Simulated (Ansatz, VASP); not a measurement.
## One calculation of HfC, two programs

File INCAR:

```
ALGO     = Normal         # electronic algorithm
EDIFF    = 1E-6           # SCF threshold, eV
ENCUT    = 520            # plane-wave cutoff, eV
GGA      = PE             # functional
ISIF     = 2              # what is computed and relaxed
ISMEAR   = -1             # smearing method
LASPH    = T              # aspherical terms in the spheres
LCHARG   = T              # write CHGCAR
LELF     = T              # ELF
LREAL    = F              # projectors in reciprocal space
LVHAR    = T            
LWAVE    = F              # write WAVECAR
NBANDS   = 14             # bands
NELM     = 60             # most SCF steps
PREC     = Accurate       # precision mode
SIGMA    = 0.05           # smearing width, eV
```

The input KPOINTS:

```
k-points
0
Gamma
  12 12 12
```

File POSCAR:

```
HfC
1.0
    0.0000000000      2.3705998121      2.3705998121
    2.3705998121      0.0000000000      2.3705998121
    2.3705998121      2.3705998121      0.0000000000
Hf C
1 1
Direct
    0.5000000000      0.5000000000      0.5000000000
    0.0000000000      0.0000000000      0.0000000000
```

Input for Ansatz:

```yaml
crystal:
  lattice:
    - [0.0, 2.3705998121, 2.3705998121]
    - [2.3705998121, 0.0, 2.3705998121]
    - [2.3705998121, 2.3705998121, 0.0]
  atoms:
    - { symbol: Hf, position: [0.5, 0.5, 0.5] }
    - { symbol: C, position: [0.0, 0.0, 0.0] }
kpoints:
  mp_grid: { grid: [12, 12, 12] }
scf:
  occupations: { method: fermi_dirac, width: 0.05 }
hamiltonian:
  xc: pbe
  pseudopotentials: { kind: all_electron, lapw: { basis_error: 0.00025 } }
output:
  forces: true
  stress: true
  eigenvalues: true
```

Change from the starting cell: volume scaled by 1.06.

Alike in both runs: task single point; functional PBE; k mesh 12 × 12 × 12; occupations fermi-dirac, width 0.05 eV; no spin polarisation.

|  | VASP | Ansatz |
| --- | --- | --- |
| version | VASP 6.6.1 | Ansatz 0.2.0 |
| potentials or method | VASP PAW PBE potentials, release 64 (Hf_pv, C) | all-electron LAPW, scalar-relativistic |
| plane-wave cutoff (eV) | 520 | see its input |

```csv
,VASP,Ansatz,Ansatz less VASP
pressure (GPa),-12.8,-11.9,+0.85
```

Ansatz ran all-electron here, so the differences hold the error of VASP's frozen core and of both bases.

Spin-orbit coupling is left out, which matters for the levels of Hf.
